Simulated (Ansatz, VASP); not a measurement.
**One calculation of Pb, two programs**

```
Pb
1.0
     0.00000    3.16753    3.16753
     3.16753    0.00000    3.16753
     3.16753    3.16753    0.00000
Pb
2
Direct
  0.87500 0.87500 0.87500
  0.12500 0.12500 0.12500
```

Change from the starting cell: volume scaled by 0.8, LAPW.

Alike in both runs: task single point; functional LDA; k mesh 10 × 10 × 10; occupations fermi-dirac, width 0.08 eV; no spin polarisation.

|  | VASP | Ansatz |
| --- | --- | --- |
| version | VASP 6.6.1 | Ansatz 0.2.0 |
| potentials or method | VASP PAW LDA potentials, release 64 (Pb_d), cutoff 520 eV | all-electron LAPW, scalar-relativistic |

|  | VASP | Ansatz | Ansatz less VASP |
| --- | --- | --- | --- |
| pressure (GPa) | 13.0 | 13.0 | -0.08 |

Ansatz ran all-electron here, so the differences hold the error of VASP's frozen core and of both bases.

Spin-orbit coupling is left out, which matters for the levels of Pb.
